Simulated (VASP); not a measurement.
# Ni (Fm-3m) in VASP: band structure with PBE

Aim: the band structure of Ni with PBE.

All numbers are computed with VASP 6.6.1; they aren't measurements. Logs are shortened: lines on timing, memory, paths and dates and some standing lists are left out, and cuts for length are marked.

### 1 Starting point

The structure is cubic, space group Fm-3m (No. 225). Conventional cell: a = 3.524 Å, b = 3.524 Å, c = 3.524 Å, α = 90.00°, β = 90.00°, γ = 90.00°. Ni (site symmetry m-3m) is surrounded by 12 Ni at 2.49 Å.

### 2 Band structure, PBE, collinear spin, ferromagnetic start

INCAR

```
SYSTEM = Ni
PREC = Accurate
ENCUT = 520
EDIFF = 1E-7
ISMEAR = 0
SIGMA = 0.1
LREAL = .FALSE.
LASPH = .TRUE.
NELM = 100
ALGO = Normal
ISIF = 2
LWAVE = .FALSE.
LCHARG = .FALSE.
ISPIN = 2
MAGMOM = 0.8
LORBIT = 11
LMAXMIX = 4
GGA = PE
```

KPOINTS

```
Automatic mesh
0
G
  20 20 20
  0 0 0
```

POSCAR

```
Ni
1.0
    0.0000000000      1.7619350000      1.7619350000
    1.7619350000      0.0000000000      1.7619350000
    1.7619350000      1.7619350000      0.0000000000
Ni
1
Direct
    0.0000000000      0.0000000000      0.0000000000
```

KPOINTS_OPT

```
path GXWKGLUWLK,UX
20
line-mode
reciprocal
 0.0000000000  0.0000000000  0.0000000000  G
 0.5000000000  0.0000000000  0.5000000000  X

 0.5000000000  0.0000000000  0.5000000000  X
 0.5000000000  0.2500000000  0.7500000000  W

 0.5000000000  0.2500000000  0.7500000000  W
 0.3750000000  0.3750000000  0.7500000000  K

 0.3750000000  0.3750000000  0.7500000000  K
 0.0000000000  0.0000000000  0.0000000000  G

 0.0000000000  0.0000000000  0.0000000000  G
 0.5000000000  0.5000000000  0.5000000000  L

 0.5000000000  0.5000000000  0.5000000000  L
 0.6250000000  0.2500000000  0.6250000000  U

 0.6250000000  0.2500000000  0.6250000000  U
 0.5000000000  0.2500000000  0.7500000000  W

 0.5000000000  0.2500000000  0.7500000000  W
 0.5000000000  0.5000000000  0.5000000000  L

 0.5000000000  0.5000000000  0.5000000000  L
 0.3750000000  0.3750000000  0.7500000000  K

 0.6250000000  0.2500000000  0.6250000000  U
 0.5000000000  0.0000000000  0.5000000000  X
```

Potentials or basis: VASP PAW PBE potentials, release 64 (Ni).

On the command line:

```sh
$ cat potpaw_PBE.64/Ni/POTCAR > POTCAR
$ mpirun -np 1 vasp_std > vasp.out
```

OUTCAR:

```text
SYSTEM = Ni
   PREC = Accurate
   ENCUT = 520
   EDIFF = 1E-7
   ISMEAR = 0
   LREAL = .FALSE.
   LASPH = .TRUE.
   NELM = 100
   ISIF = 2
   ISPIN = 2
   LORBIT = 11
   GGA = PE

 ion  position               nearest neighbor table
   1  0.000  0.000  0.000-

  LATTYP: Found a face centered cubic cell.
 ALAT       =     3.5238700000

  Lattice vectors:

 A1 = (   0.0000000000,   1.7619350000,   1.7619350000)
 A2 = (   1.7619350000,   0.0000000000,   1.7619350000)
 A3 = (   1.7619350000,   1.7619350000,   0.0000000000)

Analysis of symmetry for initial positions (statically):
=====================================================================
 Subroutine PRICEL returns:
 Original cell was already a primitive cell.

 Routine SETGRP: Setting up the symmetry group for a
 face centered cubic supercell.

 Subroutine GETGRP returns: Found 48 space group operations
 (whereof 48 operations were pure point group operations)
 out of a pool of 48 trial point group operations.

The static configuration has the point symmetry O_h .

Analysis of symmetry for dynamics (positions and initial velocities):
=====================================================================
 Subroutine PRICEL returns:
 Original cell was already a primitive cell.

 Routine SETGRP: Setting up the symmetry group for a
 face centered cubic supercell.

 Subroutine GETGRP returns: Found 48 space group operations
 (whereof 48 operations were pure point group operations)
 out of a pool of 48 trial point group operations.

The dynamic configuration has the point symmetry O_h .

Analysis of structural, dynamic, and magnetic symmetry:
=====================================================================
 Subroutine PRICEL returns:
 Original cell was already a primitive cell.

 Routine SETGRP: Setting up the symmetry group for a
 face centered cubic supercell.

 Subroutine GETGRP returns: Found 48 space group operations
 (whereof 48 operations were pure point group operations)
 out of a pool of 48 trial point group operations.

The overall configuration has the point symmetry O_h .

 Subroutine INISYM returns: Found 48 space group operations
 (whereof 48 operations are pure point group operations),
 and found     1 'primitive' translations

----------------------------------------------------------------------------------------

                                     Primitive cell

  volume of cell :      10.9396

  direct lattice vectors                    reciprocal lattice vectors
     0.000000000  1.761935000  1.761935000    -0.283778914  0.283778914  0.283778914
     1.761935000  0.000000000  1.761935000     0.283778914 -0.283778914  0.283778914
     1.761935000  1.761935000  0.000000000     0.283778914  0.283778914 -0.283778914

  length of vectors
     2.491752373  2.491752373  2.491752373     0.491519496  0.491519496  0.491519496

  position of ions in fractional coordinates (direct lattice)
     0.000000000  0.000000000  0.000000000

  ion indices of the primitive-cell ions
   primitive index   ion index
                 1           1

----------------------------------------------------------------------------------------

 KPOINTS: Automatic mesh

Automatic generation of k-mesh.
 Grid dimensions read from file:
 generate k-points for:   20   20   20

 Generating k-lattice:

  Cartesian coordinates                     Fractional coordinates (reciprocal lattice)
    -0.014188946  0.014188946  0.014188946     0.050000000  0.000000000  0.000000000
     0.014188946 -0.014188946  0.014188946     0.000000000  0.050000000  0.000000000
     0.014188946  0.014188946 -0.014188946     0.000000000  0.000000000  0.050000000

  Length of vectors
     0.024575975  0.024575975  0.024575975

  Shift w.r.t. Gamma in fractional coordinates (k-lattice)
     0.000000000  0.000000000  0.000000000

 Subroutine IBZKPT returns following result:
 ===========================================

 Found    256 irreducible k-points:

 Following reciprocal coordinates:
            Coordinates               Weight
  0.000000  0.000000  0.000000      1.000000
  0.050000  0.000000  0.000000      8.000000
  0.100000  0.000000  0.000000      8.000000
  0.150000  0.000000  0.000000      8.000000
  0.200000  0.000000  0.000000      8.000000
  0.250000  0.000000  0.000000      8.000000
[... 16 lines left out ...]
 -0.400000  0.050000  0.000000     24.000000
 -0.350000  0.050000  0.000000     24.000000
 [... further k-points ...]
   k-points           NKPTS =    256   k-points in BZ     NKDIM =    256   number of bands    NBANDS=      9
   number of dos      NEDOS =    301   number of ions     NIONS =      1
   total plane-waves  NPLWV =   8000
   dimension x,y,z NGX =    20 NGY =   20 NGZ =   20
   dimension x,y,z NGXF=    40 NGYF=   40 NGZF=   40
   ions per type =               1
   NGX,Y,Z   is equivalent  to a cutoff of  13.34, 13.34, 13.34 a.u.
   NGXF,Y,Z  is equivalent  to a cutoff of  26.69, 26.69, 26.69 a.u.
 SYSTEM =  Ni
   PREC   = accura    normal or accurate (medium, high low for compatibility)
   ISTART =      0    job   : 0-new  1-cont  2-samecut
   ICHARG =      2    charge: 1-file 2-atom 10-const
   ISPIN  =      2    spin polarized calculation?
   LNONCOLLINEAR =      F non collinear calculations
   LSORBIT =      F    spin-orbit coupling
   LASPH  =      T    aspherical Exc in radial PAW
   ENCUT  =  520.0 eV  38.22 Ry    6.18 a.u.   4.63  4.63  4.63*2*pi/ulx,y,z
   NELM   =    100;   NELMIN=  2; NELMDL= -5     # of ELM steps
   EDIFF  = 0.1E-06   stopping-criterion for ELM
   LREAL  =      F    real-space projection
   EDIFFG = 0.1E-05   stopping-criterion for IOM
   NSW    =      0    number of steps for IOM
   IBRION =     -1    ionic relax: 0-MD 1-quasi-New 2-CG
   NFREE  =      0    steps in history (QN), initial steepest desc. (CG)
   ISIF   =      2    stress and relaxation
   ISYM   =      2    0-nonsym 1-usesym 2-fastsym
   POTIM  = 0.5000    time-step for ionic-motion
   TEBEG  =    0.0;   TEEND  =   0.0 temperature during run
   PSTRESS=    0.0 pullay stress
   NELECT =      10.0000    total number of electrons
   NUPDOWN=      -1.0000    fix difference up-down
   EMIN   =  10.00;   EMAX   =-10.00  energy-range for DOS
   EFERMI =   0.00;   METHOD = LEGACY
   ISMEAR =     0;   SIGMA  =   0.10  broadening in eV -4-tet -1-fermi 0-gaus
   EFERMI_NEDOS =   21; number of points for ismear=-14 and -15
   IALGO  =     38    algorithm
   IMIX   =      4    mixing-type and parameters
     AMIX     =   0.40;   BMIX     =  1.00
     AMIX_MAG =   1.60;   BMIX_MAG =  1.00
  volume/ion in A,a.u.               =      10.94        73.82
  Fermi-wavevector in a.u.,A,eV,Ry     =   1.588821  3.002436 34.345893  2.524352
  Thomas-Fermi vector in A             =   2.687765
   LORBIT       =     11    0 simple, 1 ext, 2 COOP (PROOUT), +10 PAW based schemes
   GGA     = PE    functional components
   LHFCALC =     F    Hartree Fock is set to
   AEXX    =    0.0000 exact exchange contribution
   IVDW    =     0    specifies the selected vdW correction
   LEPSILON=     F    determine dielectric tensor
   LRPA    =     F    only Hartree local field effects (RPA)
 spin polarized calculation
 Gauss-broadening in eV      SIGMA  =   0.10
  energy-cutoff  :      520.00
  volume of cell :       10.94
 maximum number of plane-waves:       306
   NGX =  9   NGY =  9   NGZ =  9

 number of electron      10.0000010 magnetization       0.6288794

 Free energy of the ion-electron system (eV)
  ---------------------------------------------------
  ext. energy  EPLUGINS =         0.00000000
  ---------------------------------------------------
  free energy    TOTEN  =        -5.47497974 eV

  energy without entropy =       -5.46615983  energy(sigma->0) =       -5.47056978

 E-fermi :   9.3009     XC(G=0): -13.2234

 val. band max:        9.2998388716   @ k =  -0.4500   0.5000   0.0500
 cond. band min:       9.3012193918   @ k =   0.4000   0.0000   0.0000
 fundamental gap:      0.0013805203
 Fermi energy:         9.3009123175

 spin component 1

 k-point     1 :       0.0000    0.0000    0.0000
  band No.  band energies     occupation
      1       0.3276      1.00000
      2       6.8742      1.00000
      3       6.8742      1.00000
      4       6.8742      1.00000
      5       8.0445      1.00000
      6       8.0445      1.00000
      7      32.9776      0.00000
      8      36.7950      0.00000
      9      36.7950      0.00000

 k-point     2 :       0.0500    0.0000    0.0000
  band No.  band energies     occupation
      1       0.4252      1.00000
      2       6.8491      1.00000
      3       6.8961      1.00000
      4       6.8961      1.00000
      5       8.0351      1.00000
      6       8.0351      1.00000
      7      32.6794      0.00000
      8      35.4335      0.00000
      9      36.5468      0.00000
[... 253 lines left out ...]
 k-point    24 :      -0.3500    0.0500    0.0000
  band No.  band energies     occupation
      1       4.1449      1.00000
      2       6.9622      1.00000
      3       7.0166      1.00000
      4       7.1380      1.00000
      5       8.3709      1.00000
      6       8.7184      1.00000
      7      18.3963      0.00000
      8      30.9235      0.00000
      9      33.2755      0.00000

 [... further k-points ...]

 spin component 2

 k-point     1 :       0.0000    0.0000    0.0000
  band No.  band energies     occupation
      1       0.2912      1.00000
      2       7.6329      1.00000
      3       7.6329      1.00000
      4       7.6329      1.00000
      5       8.6312      1.00000
      6       8.6312      1.00000
      7      32.8119      0.00000
      8      36.7752      0.00000
      9      36.7752      0.00000

 k-point     2 :       0.0500    0.0000    0.0000
  band No.  band energies     occupation
      1       0.3888      1.00000
      2       7.6044      1.00000
      3       7.6557      1.00000
      4       7.6557      1.00000
      5       8.6212      1.00000
      6       8.6212      1.00000
      7      32.5467      0.00000
      8      35.4241      0.00000
      9      36.5470      0.00000
[... 253 lines left out ...]
 k-point    24 :      -0.3500    0.0500    0.0000
  band No.  band energies     occupation
      1       4.3594      1.00000
      2       7.5013      1.00000
      3       7.6102      1.00000
      4       7.6511      1.00000
      5       9.1037      0.99736
      6       9.4144      0.05422
      7      18.6396      0.00000
      8      30.8908      0.00000
      9      33.2722      0.00000

 [... further k-points ...]

------------------------ aborting loop because EDIFF is reached ----------------------------------------

  FORCE on cell =-STRESS in cart. coord.  units (eV):
  Direction    XX          YY          ZZ          XY          YZ          ZX
  --------------------------------------------------------------------------------------
  -------------------------------------------------------------------------------------
  Total       -0.0655695     -0.0655695     -0.0655695      0.0000000      0.0000000     -0.0000000
  in kB       -9.6031362     -9.6031362     -9.6031362      0.0000000      0.0000000     -0.0000000
  external PRESSURE =      -9.6031362 kB  Pullay stress =       0.0000000 kB

 VOLUME and BASIS-vectors are now :
 -----------------------------------------------------------------------------
  energy-cutoff  :      520.00
  volume of cell :       10.94
      direct lattice vectors                 reciprocal lattice vectors
     0.000000000  1.761935000  1.761935000    -0.283778914  0.283778914  0.283778914
     1.761935000  0.000000000  1.761935000     0.283778914 -0.283778914  0.283778914
     1.761935000  1.761935000  0.000000000     0.283778914  0.283778914 -0.283778914

 POSITION                                       TOTAL-FORCE (eV/Angst)
 -----------------------------------------------------------------------------------
      0.00000      0.00000      0.00000        -0.000000     -0.000000      0.000000
 -----------------------------------------------------------------------------------
    total drift:                                0.000000      0.000000      0.000000

  FREE ENERGIE OF THE ION-ELECTRON SYSTEM (eV)
  ---------------------------------------------------
  free  energy   TOTEN  =        -5.4749797362 eV

  energy  without entropy=       -5.4661598290  energy(sigma->0) =       -5.47056978

 total charge

# of ion       s       p       d       tot
------------------------------------------
    1        0.495   0.493   8.312   9.300

 magnetization (x)

# of ion       s       p       d       tot
------------------------------------------
    1       -0.007  -0.025   0.673   0.642
```

It took 44 s on 1 thread of Intel Xeon Platinum 8488C (Sapphire Rapids), shared host; peak memory 0.19 GiB.

Results:

```yaml
Free_energy: -5.4750 eV
Pressure: -1.0 GPa
Band_gap_along_the_path: none (metal or under the smearing width)
Net_moment: 0.63 μB per cell
Site_moments: Ni +0.64 μB
Valence_electrons_inside_the_program's_atomic_spheres: Ni 9.30
```
